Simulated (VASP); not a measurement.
# W (Fd-3m) in VASP: further runs, part 3 of 3

VASP 6.6.1.

### 4 Single point, revPBE

This run uses another cell than the first one, of 27.13 Å³/atom, 1.080 times its volume.

Input file INCAR:

```
SYSTEM = W
ALGO = Normal
EDIFF = 1E-6
ENCUT = 520
GGA = RE
ISIF = 2
ISMEAR = -1
LASPH = .True.
LCHARG = .True.
LELF = .True.
LREAL = .False.
LVHAR = .True.
LWAVE = .False.
NBANDS = 21
NELM = 80
PREC = Accurate
SIGMA = 0.1
```

Input file KPOINTS:

```
k-points
0
Gamma
  11 11 11
  0 0 0
```

Input file POSCAR:

```
W
1.0
    0.0000000000      3.0048586575      3.0048586575
    3.0048586575      0.0000000000      3.0048586575
    3.0048586575      3.0048586575      0.0000000000
W
2
Direct
    0.1250000000      0.1250000000      0.1250000000
    0.8750000000      0.8750000000      0.8750000000
```

Potentials or basis: VASP PAW PBE potentials, release 64 (W_sv).

Command:

```sh
> cat potpaw_PBE.64/W_sv/POTCAR > POTCAR
> mpirun -np 1 vasp_std > vasp.out
```

OUTCAR:

```text
SYSTEM = W
   EDIFF = 1E-6
   ENCUT = 520
   GGA = RE
   ISIF = 2
   ISMEAR = -1
   LASPH = .True.
   LREAL = .False.
   NELM = 80
   PREC = Accurate

 ion  position               nearest neighbor table
   1  0.125  0.125  0.125-   2 2.60   2 2.60   2 2.60   2 2.60
   2  0.875  0.875  0.875-   1 2.60   1 2.60   1 2.60   1 2.60

  LATTYP: Found a face centered cubic cell.
 ALAT       =     6.0097173150

  Lattice vectors:

 A1 = (   0.0000000000,   3.0048586575,   3.0048586575)
 A2 = (   3.0048586575,   0.0000000000,   3.0048586575)
 A3 = (   3.0048586575,   3.0048586575,   0.0000000000)

Analysis of symmetry for initial positions (statically):
=====================================================================
 Subroutine PRICEL returns:
 Original cell was already a primitive cell.

 Routine SETGRP: Setting up the symmetry group for a
 face centered cubic supercell.

 Subroutine GETGRP returns: Found 48 space group operations
 (whereof 12 operations were pure point group operations)
 out of a pool of 48 trial point group operations.

The static configuration has the point symmetry D_3d.
 The point group associated with its full space group is O_h .

Analysis of symmetry for dynamics (positions and initial velocities):
=====================================================================
 Subroutine PRICEL returns:
 Original cell was already a primitive cell.

 Routine SETGRP: Setting up the symmetry group for a
 face centered cubic supercell.

 Subroutine GETGRP returns: Found 48 space group operations
 (whereof 12 operations were pure point group operations)
 out of a pool of 48 trial point group operations.

The dynamic configuration has the point symmetry D_3d.
 The point group associated with its full space group is O_h .

 Subroutine INISYM returns: Found 48 space group operations
 (whereof 12 operations are pure point group operations),
 and found     1 'primitive' translations

----------------------------------------------------------------------------------------

                                     Primitive cell

  volume of cell :      54.2628

  direct lattice vectors                    reciprocal lattice vectors
     0.000000000  3.004858657  3.004858657    -0.166397178  0.166397178  0.166397178
     3.004858657  0.000000000  3.004858657     0.166397178 -0.166397178  0.166397178
     3.004858657  3.004858657  0.000000000     0.166397178  0.166397178 -0.166397178

  length of vectors
     4.249511866  4.249511866  4.249511866     0.288208366  0.288208366  0.288208366

  position of ions in fractional coordinates (direct lattice)
     0.125000000  0.125000000  0.125000000
     0.875000000  0.875000000  0.875000000

  ion indices of the primitive-cell ions
   primitive index   ion index
                 1           1
                 2           2

----------------------------------------------------------------------------------------

 KPOINTS: k-points

Automatic generation of k-mesh.
 Grid dimensions read from file:
 generate k-points for:   11   11   11

 Generating k-lattice:

  Cartesian coordinates                     Fractional coordinates (reciprocal lattice)
    -0.015127016  0.015127016  0.015127016     0.090909091  0.000000000  0.000000000
     0.015127016 -0.015127016  0.015127016     0.000000000  0.090909091  0.000000000
     0.015127016  0.015127016 -0.015127016     0.000000000  0.000000000  0.090909091

  Length of vectors
     0.026200761  0.026200761  0.026200761

  Shift w.r.t. Gamma in fractional coordinates (k-lattice)
     0.000000000  0.000000000  0.000000000

 Subroutine IBZKPT returns following result:
 ===========================================

 Found     56 irreducible k-points:

 Following reciprocal coordinates:
            Coordinates               Weight
  0.000000  0.000000  0.000000      1.000000
  0.090909  0.000000  0.000000      8.000000
  0.181818  0.000000  0.000000      8.000000
  0.272727  0.000000  0.000000      8.000000
  0.363636  0.000000  0.000000      8.000000
  0.454545  0.000000  0.000000      8.000000
[... 16 lines left out ...]
 -0.272727  0.181818  0.000000     24.000000
 -0.181818  0.181818  0.000000     12.000000
 [... further k-points ...]
   k-points           NKPTS =     56   k-points in BZ     NKDIM =     56   number of bands    NBANDS=     21
   number of dos      NEDOS =    301   number of ions     NIONS =      2
   total plane-waves  NPLWV =  32768
   dimension x,y,z NGX =    32 NGY =   32 NGZ =   32
   dimension x,y,z NGXF=    64 NGYF=   64 NGZF=   64
   ions per type =               2
   NGX,Y,Z   is equivalent  to a cutoff of  12.52, 12.52, 12.52 a.u.
   NGXF,Y,Z  is equivalent  to a cutoff of  25.04, 25.04, 25.04 a.u.
 SYSTEM =  W
   PREC   = accura    normal or accurate (medium, high low for compatibility)
   ISTART =      0    job   : 0-new  1-cont  2-samecut
   ICHARG =      2    charge: 1-file 2-atom 10-const
   ISPIN  =      1    spin polarized calculation?
   LNONCOLLINEAR =      F non collinear calculations
   LSORBIT =      F    spin-orbit coupling
   LASPH  =      T    aspherical Exc in radial PAW
   ENCUT  =  520.0 eV  38.22 Ry    6.18 a.u.   7.90  7.90  7.90*2*pi/ulx,y,z
   NELM   =     80;   NELMIN=  2; NELMDL= -5     # of ELM steps
   EDIFF  = 0.1E-05   stopping-criterion for ELM
   LREAL  =      F    real-space projection
   EDIFFG = 0.1E-04   stopping-criterion for IOM
   NSW    =      0    number of steps for IOM
   IBRION =     -1    ionic relax: 0-MD 1-quasi-New 2-CG
   NFREE  =      0    steps in history (QN), initial steepest desc. (CG)
   ISIF   =      2    stress and relaxation
   ISYM   =      2    0-nonsym 1-usesym 2-fastsym
   POTIM  = 0.5000    time-step for ionic-motion
   TEBEG  =    0.0;   TEEND  =   0.0 temperature during run
   PSTRESS=    0.0 pullay stress
   NELECT =      28.0000    total number of electrons
   NUPDOWN=      -1.0000    fix difference up-down
   EMIN   =  10.00;   EMAX   =-10.00  energy-range for DOS
   EFERMI =   0.00;   METHOD = LEGACY
   ISMEAR =    -1;   SIGMA  =   0.10  broadening in eV -4-tet -1-fermi 0-gaus
   EFERMI_NEDOS =   21; number of points for ismear=-14 and -15
   IALGO  =     38    algorithm
   IMIX   =      4    mixing-type and parameters
     AMIX     =   0.40;   BMIX     =  1.00
     AMIX_MAG =   1.60;   BMIX_MAG =  1.00
  volume/ion in A,a.u.               =      27.13       183.09
  Fermi-wavevector in a.u.,A,eV,Ry     =   1.313087  2.481374 23.459126  1.724197
  Thomas-Fermi vector in A             =   2.443434
   LORBIT       =      0    0 simple, 1 ext, 2 COOP (PROOUT), +10 PAW based schemes
   GGA     = RE    functional components
   LHFCALC =     F    Hartree Fock is set to
   AEXX    =    0.0000 exact exchange contribution
   IVDW    =     0    specifies the selected vdW correction
   LEPSILON=     F    determine dielectric tensor
   LRPA    =     F    only Hartree local field effects (RPA)
 non-spin polarized calculation
  energy-cutoff  :      520.00
  volume of cell :       54.26
 maximum number of plane-waves:      1476
   NGX = 15   NGY = 15   NGZ = 15

 number of electron      27.9999995 magnetization

 Free energy of the ion-electron system (eV)
  ---------------------------------------------------
  ext. energy  EPLUGINS =         0.00000000
  ---------------------------------------------------
  free energy    TOTEN  =       -19.74371903 eV

  energy without entropy =      -19.64227815  energy(sigma->0) =      -19.69299859

 E-fermi :   4.4515     XC(G=0): -10.2739

 val. band max:        4.4464194368   @ k =  -0.2727   0.1818   0.0000
 cond. band min:       4.4604519650   @ k =   0.3636   0.0909   0.0000
 fundamental gap:      0.0140325281
 Fermi energy:         4.4515033689

 k-point     1 :       0.0000    0.0000    0.0000
  band No.  band energies     occupation
      1     -68.8018      2.00000
      2     -68.5838      2.00000
      3     -33.2753      2.00000
      4     -33.2753      2.00000
      5     -33.2753      2.00000
      6     -32.5740      2.00000
[... 13 lines left out ...]
     20      14.6682      0.00000
     21      14.7254      0.00000
[... 529 lines left out ...]
 k-point    24 :      -0.1818    0.1818    0.0000
  band No.  band energies     occupation
      1     -68.7702      2.00000
      2     -68.6158      2.00000
      3     -33.3647      2.00000
      4     -33.3184      2.00000
      5     -33.2208      2.00000
      6     -32.6337      2.00000
[... 13 lines left out ...]
     20      11.8438      0.00000
     21      12.4826      0.00000

 [... further k-points ...]

------------------------ aborting loop because EDIFF is reached ----------------------------------------

  FORCE on cell =-STRESS in cart. coord.  units (eV):
  Direction    XX          YY          ZZ          XY          YZ          ZX
  --------------------------------------------------------------------------------------
  -------------------------------------------------------------------------------------
  Total       -2.5364515     -2.5364515     -2.5364515     -0.0000000     -0.0000000      0.0000000
  in kB      -74.8919258    -74.8919258    -74.8919258     -0.0000000     -0.0000000      0.0000000
  external PRESSURE =     -74.8919258 kB  Pullay stress =       0.0000000 kB

 VOLUME and BASIS-vectors are now :
 -----------------------------------------------------------------------------
  energy-cutoff  :      520.00
  volume of cell :       54.26
      direct lattice vectors                 reciprocal lattice vectors
     0.000000000  3.004858657  3.004858657    -0.166397178  0.166397178  0.166397178
     3.004858657  0.000000000  3.004858657     0.166397178 -0.166397178  0.166397178
     3.004858657  3.004858657  0.000000000     0.166397178  0.166397178 -0.166397178

 POSITION                                       TOTAL-FORCE (eV/Angst)
 -----------------------------------------------------------------------------------
      0.75121      0.75121      0.75121         0.000000     -0.000000      0.000000
      5.25850      5.25850      5.25850        -0.000000      0.000000     -0.000000
 -----------------------------------------------------------------------------------
    total drift:                                0.000000      0.000000     -0.000000

  FREE ENERGIE OF THE ION-ELECTRON SYSTEM (eV)
  ---------------------------------------------------
  free  energy   TOTEN  =       -19.7437190285 eV

  energy  without entropy=      -19.6422781504  energy(sigma->0) =      -19.69299859
```

OSZICAR:

```text
N       E                     dE             d eps       ncg     rms          rms(c)
DAV:   1     0.301978900905E+03    0.30198E+03   -0.17291E+04  2368   0.140E+03
DAV:   2    -0.101588004693E+02   -0.31214E+03   -0.30449E+03  2670   0.433E+02
DAV:   3    -0.199647485564E+02   -0.98059E+01   -0.94439E+01  2783   0.768E+01
DAV:   4    -0.201301129866E+02   -0.16536E+00   -0.16450E+00  2623   0.104E+01
DAV:   5    -0.201325465071E+02   -0.24335E-02   -0.24327E-02  2752   0.137E+00    0.166E+01
DAV:   6    -0.198058443576E+02    0.32670E+00   -0.71917E-01  2716   0.677E+00    0.712E+00
DAV:   7    -0.197481667295E+02    0.57678E-01   -0.20879E-01  2908   0.400E+00    0.932E-01
DAV:   8    -0.197435543442E+02    0.46124E-02   -0.24439E-02  2489   0.110E+00    0.122E-01
DAV:   9    -0.197436637586E+02   -0.10941E-03   -0.67645E-04  2593   0.213E-01    0.109E-01
DAV:  10    -0.197437189017E+02   -0.55143E-04   -0.58481E-05  2665   0.665E-02    0.365E-03
DAV:  11    -0.197437190285E+02   -0.12686E-06   -0.11990E-06  1824   0.850E-03
   1 F= -.19743719E+02 E0= -.19692999E+02  d E =-.101441E+00
```

Run time: 28 s. Hardware: 1 thread of Intel Xeon Platinum 8259CL at 2.50GHz (Skylake/Cascade Lake), shared host; peak memory 0.2 GiB.

What came out:

| Item | Value |
| --- | --- |
| Free energy | -19.7437 eV |
| Pressure | -7.5 GPa |
| Band gap on the k mesh | none (metal or under the smearing width) |

Caveat: the PAW data sets were made with another functional, which shifts forces and pressure a little. Spin-orbit coupling is left out, which matters for the levels of W.

### 5 The runs side by side

| cell | k mesh | gap on the mesh (eV) | pressure (GPa) |
| --- | --- | --- | --- |
| Fd-3m, 25.12 Å³/atom | 15 × 15 × 15 | none | 0.4 |
| Fd-3m, 23.11 Å³/atom | 11 × 11 × 11 | none | 12.1 |
| Fd-3m, 27.13 Å³/atom | 11 × 11 × 11 | none | -7.5 |

Alike in all rows: task single point; level revPBE; potentials or basis VASP PAW PBE potentials, release 64 (W_sv); no spin polarisation; cutoff (eV) 520; smearing fermi-dirac 0.1 eV.

Every run on the cell as given and a fine mesh finds a metal.

Caveats: the PAW data sets were made with another functional, which shifts forces and pressure a little.

Absolute energies hang on the potentials; compare differences alone.
